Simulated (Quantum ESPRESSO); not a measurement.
# TiO2 (P4_2/mnm) in Quantum ESPRESSO: a series of runs, part 2 of 2

Quantum ESPRESSO 7.5. The steps go on from the part before.

## 10. Band structure, LDA

The input, pw.in:

```
&CONTROL
  calculation = 'scf'
  prefix = 'pwscf'
  outdir = './tmp'
  pseudo_dir = './pseudo'
  tprnfor = .true.
  tstress = .true.
  disk_io = 'low'
/
&SYSTEM
  ibrav = 0
  celldm(1) = 8
  nat = 6
  ntyp = 2
  ecutwfc = 45
  ecutrho = 360
  nbnd = 33
  occupations = 'smearing'
  smearing = 'fd'
  degauss = 0.00367493
/
&ELECTRONS
  conv_thr = 1.2d-09
  electron_maxstep = 120
  mixing_beta = 0.5
/
ATOMIC_SPECIES
Ti    47.8670 ti_lda_v1.4.uspp.F.UPF
O     15.9990 o_lda_v1.2.uspp.F.UPF
CELL_PARAMETERS alat
  1.0865540950003   0.0000000000000   0.0000000000000
  0.0000000000000   1.0865540950003   0.0000000000000
  0.0000000000000   0.0000000000000   0.6990128965849
ATOMIC_POSITIONS crystal
Ti     0.0000000000    0.0000000000    0.5000000000
Ti     0.5000000000    0.5000000000    0.0000000000
O      0.3043213200    0.3043213200    0.5000000000
O      0.1956786800    0.8043213200    0.0000000000
O      0.8043213200    0.1956786800    0.0000000000
O      0.6956786800    0.6956786800    0.5000000000
K_POINTS automatic
6 6 9 0 0 0
```

The input, bands.in:

```
&CONTROL
  calculation = 'bands'
  prefix = 'pwscf'
  outdir = './tmp'
  pseudo_dir = './pseudo'
  disk_io = 'low'
  verbosity = 'high'
/
&SYSTEM
  ibrav = 0
  celldm(1) = 8
  nat = 6
  ntyp = 2
  ecutwfc = 45
  ecutrho = 360
  nbnd = 33
  occupations = 'smearing'
  smearing = 'fd'
  degauss = 0.00367493
/
&ELECTRONS
  conv_thr = 1d-08
  electron_maxstep = 120
  mixing_beta = 0.5
  diago_full_acc = .true.
  startingwfc = 'random'
/
ATOMIC_SPECIES
Ti    47.8670 ti_lda_v1.4.uspp.F.UPF
O     15.9990 o_lda_v1.2.uspp.F.UPF
CELL_PARAMETERS alat
  1.0865540950003   0.0000000000000   0.0000000000000
  0.0000000000000   1.0865540950003   0.0000000000000
  0.0000000000000   0.0000000000000   0.6990128965849
ATOMIC_POSITIONS crystal
Ti     0.0000000000    0.0000000000    0.5000000000
Ti     0.5000000000    0.5000000000    0.0000000000
O      0.3043213200    0.3043213200    0.5000000000
O      0.1956786800    0.8043213200    0.0000000000
O      0.8043213200    0.1956786800    0.0000000000
O      0.6956786800    0.6956786800    0.5000000000
K_POINTS crystal
60
 0.0000000000  0.0000000000  0.0000000000 1
 0.0000000000  0.1250000000  0.0000000000 1
 0.0000000000  0.2500000000  0.0000000000 1
 0.0000000000  0.3750000000  0.0000000000 1
 0.0000000000  0.5000000000  0.0000000000 1
 0.1250000000  0.5000000000  0.0000000000 1
 0.2500000000  0.5000000000  0.0000000000 1
 0.3750000000  0.5000000000  0.0000000000 1
 0.5000000000  0.5000000000  0.0000000000 1
 0.4285714286  0.4285714286  0.0000000000 1
 0.3571428571  0.3571428571  0.0000000000 1
 0.2857142857  0.2857142857  0.0000000000 1
 0.2142857143  0.2142857143  0.0000000000 1
 0.1428571429  0.1428571429  0.0000000000 1
 0.0714285714  0.0714285714  0.0000000000 1
 0.0000000000  0.0000000000  0.0000000000 1
 0.0000000000  0.0000000000  0.0625000000 1
 0.0000000000  0.0000000000  0.1250000000 1
 0.0000000000  0.0000000000  0.1875000000 1
 0.0000000000  0.0000000000  0.2500000000 1
 0.0000000000  0.0000000000  0.3125000000 1
 0.0000000000  0.0000000000  0.3750000000 1
 0.0000000000  0.0000000000  0.4375000000 1
 0.0000000000  0.0000000000  0.5000000000 1
 0.0000000000  0.1000000000  0.5000000000 1
 0.0000000000  0.2000000000  0.5000000000 1
 0.0000000000  0.3000000000  0.5000000000 1
 0.0000000000  0.4000000000  0.5000000000 1
 0.0000000000  0.5000000000  0.5000000000 1
 0.1000000000  0.5000000000  0.5000000000 1
 0.2000000000  0.5000000000  0.5000000000 1
 0.3000000000  0.5000000000  0.5000000000 1
 0.4000000000  0.5000000000  0.5000000000 1
 0.5000000000  0.5000000000  0.5000000000 1
 0.4285714286  0.4285714286  0.5000000000 1
 0.3571428571  0.3571428571  0.5000000000 1
 0.2857142857  0.2857142857  0.5000000000 1
 0.2142857143  0.2142857143  0.5000000000 1
 0.1428571429  0.1428571429  0.5000000000 1
 0.0714285714  0.0714285714  0.5000000000 1
 0.0000000000  0.0000000000  0.5000000000 1
 0.0000000000  0.5000000000  0.0000000000 1
 0.0000000000  0.5000000000  0.0555555556 1
 0.0000000000  0.5000000000  0.1111111111 1
 0.0000000000  0.5000000000  0.1666666667 1
 0.0000000000  0.5000000000  0.2222222222 1
 0.0000000000  0.5000000000  0.2777777778 1
 0.0000000000  0.5000000000  0.3333333333 1
 0.0000000000  0.5000000000  0.3888888889 1
 0.0000000000  0.5000000000  0.4444444444 1
 0.0000000000  0.5000000000  0.5000000000 1
 0.5000000000  0.5000000000  0.0000000000 1
 0.5000000000  0.5000000000  0.0625000000 1
 0.5000000000  0.5000000000  0.1250000000 1
 0.5000000000  0.5000000000  0.1875000000 1
 0.5000000000  0.5000000000  0.2500000000 1
 0.5000000000  0.5000000000  0.3125000000 1
 0.5000000000  0.5000000000  0.3750000000 1
 0.5000000000  0.5000000000  0.4375000000 1
 0.5000000000  0.5000000000  0.5000000000 1
```

Potentials or basis: GBRV 1.5 LDA.

Run with:

```
OMP_NUM_THREADS=1 mpirun -n 2 pw.x -nk 2 -in pw.in > pw.out
OMP_NUM_THREADS=1 mpirun -n 2 pw.x -nk 2 -in bands.in > bands.out
```

pw.out:

```text
This program is part of the open-source Quantum ESPRESSO suite
     for quantum simulation of materials; please cite
[... 13 lines left out ...]
     --------------------
     sticks:   dense  smooth     PW     G-vecs:    dense   smooth      PW
     Sum        2177    1085    333                48777    17227    2929

     Using Slab Decomposition

     bravais-lattice index     =            0
     lattice parameter (alat)  =       8.0000  a.u.
     unit-cell volume          =     422.5303 (a.u.)^3
     number of atoms/cell      =            6
     number of atomic types    =            2
     number of electrons       =        48.00
     number of Kohn-Sham states=           33
     kinetic-energy cutoff     =      45.0000  Ry
     charge density cutoff     =     360.0000  Ry
     scf convergence threshold =      1.2E-09
     mixing beta               =       0.5000
     number of iterations used =            8  plain     mixing
     Exchange-correlation= SLA  PZ   NOGX NOGC
                           (   1   1   0   0   0   0   0)

     celldm(1)=   8.000000  celldm(2)=   0.000000  celldm(3)=   0.000000
     celldm(4)=   0.000000  celldm(5)=   0.000000  celldm(6)=   0.000000

     crystal axes: (cart. coord. in units of alat)
               a(1) = (   1.086554   0.000000   0.000000 )
               a(2) = (   0.000000   1.086554   0.000000 )
               a(3) = (   0.000000   0.000000   0.699013 )

     reciprocal axes: (cart. coord. in units 2 pi/alat)
               b(1) = (  0.920341  0.000000  0.000000 )
               b(2) = (  0.000000  0.920341  0.000000 )
               b(3) = (  0.000000  0.000000  1.430589 )
[... 194 lines left out ...]
     Davidson diagonalization with overlap
     ethr =  1.10E-10,  avg # of iterations =  3.6

     negative rho (up, down):  1.431E-03 0.000E+00

     End of self-consistent calculation

          k = 0.0000 0.0000 0.0000 (  2127 PWs)   bands (ev):

   -47.5381 -47.5202 -24.1786 -24.1786 -24.0109 -24.0109 -23.9777 -23.9410
    -9.1759  -7.9428  -7.1874  -7.1874   2.8899   3.3393   3.6986   4.9024
     4.9024   6.1384   6.1384   6.7315   8.0253   8.2704   8.2704   8.7336
    10.5166  10.7865  11.0621  11.1643  11.1643  13.1610  13.2879  15.3436
    15.3436
[... 387 lines left out ...]
   -47.4872 -47.4872 -24.4107 -24.4107 -24.0465 -24.0465 -24.0080 -24.0080
    -7.7986  -7.7986  -7.5527  -7.5527   3.9110   3.9110   4.1078   4.1078
     5.1842   5.1842   6.0370   6.0370   7.3821   7.3821   8.0188   8.0188
    11.3109  11.3109  11.8525  11.8525  11.8618  11.8618  14.6844  14.6844
    14.7520

     the Fermi energy is     9.6017 ev

!    total energy              =    -368.42381066 Ry
     estimated scf accuracy    <          5.1E-10 Ry
     smearing contrib. (-TS)   =      -0.00000000 Ry
     internal energy E=F+TS    =    -368.42381066 Ry

     The total energy is F=E-TS. E is the sum of the following terms:
     one-electron contribution =    -125.64141449 Ry
     hartree contribution      =      85.67649424 Ry
     xc contribution           =     -64.37126319 Ry
     ewald contribution        =    -264.08762723 Ry

     convergence has been achieved in  10 iterations

     negative rho (up, down):  1.431E-03 0.000E+00

     Forces acting on atoms (cartesian axes, Ry/au):

     atom    1 type  1   force =     0.00000000    0.00000000    0.00000000
     atom    2 type  1   force =     0.00000000    0.00000000   -0.00000000
     atom    3 type  2   force =     0.00305984    0.00305984   -0.00000000
     atom    4 type  2   force =    -0.00305984    0.00305984   -0.00000000
     atom    5 type  2   force =     0.00305984   -0.00305984   -0.00000000
     atom    6 type  2   force =    -0.00305984   -0.00305984   -0.00000000

     Total force =     0.008655     Total SCF correction =     0.000011

     Computing stress (Cartesian axis) and pressure

     negative rho (up, down):  1.431E-03 0.000E+00
          total   stress  (Ry/bohr**3)                   (kbar)     P=      -83.06
  -0.00049908   0.00000000   0.00000000          -73.42        0.00        0.00
   0.00000000  -0.00049908   0.00000000            0.00      -73.42        0.00
   0.00000000   0.00000000  -0.00069565            0.00        0.00     -102.33

=------------------------------------------------------------------------------=
   JOB DONE.
=------------------------------------------------------------------------------=
```

Run time: 67 s. Hardware: 2 MPI ranks of Arm Neoverse V2, shared host; peak memory 0.32 GiB.

Results:

```yaml
Free_energy: -5012.6613 eV
Pressure: -8.3 GPa
Largest_force: 0.111 eV/Å
Band_gap_on_the_k_mesh: 1.78 eV, direct
Band_gap_along_the_path: 1.78 eV, direct
```

Forces in eV/Å, atoms in the order of the input:
```
Ti   0.000  0.000  0.000
Ti   0.000  0.000  0.000
O    0.079  0.079  0.000
O   -0.079  0.079  0.000
O    0.079 -0.079  0.000
O   -0.079 -0.079  0.000
```

Stress tensor (GPa, compression positive):
```
 -7.34   0.00   0.00
  0.00  -7.34   0.00
  0.00   0.00 -10.23
```

Levels at the corners of the path, in eV from the valence-band top:
| point | band 22 | band 23 | band 24 | band 25 | band 26 | band 27 |
| --- | --- | --- | --- | --- | --- | --- |
| Γ | -0.46 | -0.46 | 0.00 | 1.78 | 2.05 | 2.33 |
| X | -1.67 | -0.75 | -0.75 | 2.45 | 2.45 | 2.97 |
| M | -1.32 | -1.09 | -1.09 | 1.82 | 1.82 | 2.45 |
| Γ | -0.46 | -0.46 | 0.00 | 1.78 | 2.05 | 2.33 |
| Z | -2.44 | -1.45 | -1.45 | 2.92 | 2.92 | 3.11 |
| R | -2.08 | -1.06 | -1.06 | 1.82 | 1.82 | 3.14 |
| A | -1.31 | -0.68 | -0.68 | 2.53 | 2.53 | 3.14 |
| Z | -2.44 | -1.45 | -1.45 | 2.92 | 2.92 | 3.11 |
| X | -1.67 | -0.75 | -0.75 | 2.45 | 2.45 | 2.97 |
| R | -2.08 | -1.06 | -1.06 | 1.82 | 1.82 | 3.14 |
| M | -1.32 | -1.09 | -1.09 | 1.82 | 1.82 | 2.45 |
| A | -1.31 | -0.68 | -0.68 | 2.53 | 2.53 | 3.14 |

## 11. How close it comes

Step 10. Measured gap of TiO2: 3.03 eV (direct; 1.6 K; quoted in “Shallow Valence Band of Rutile GeO2 and P-type Doping”, 2020, arxiv:2011.08928). This calculation gives 1.78 eV (-1.25 eV). 2 values of this kind are on record in papers (3.03 to 3.05 eV); this one was drawn at random among those near their median. The value is that of LDA, without temperature or zero-point motion. Semilocal functionals fall short of measured gaps as a rule. The cell is a database's relaxed one, not the measured one, which moves gaps too.
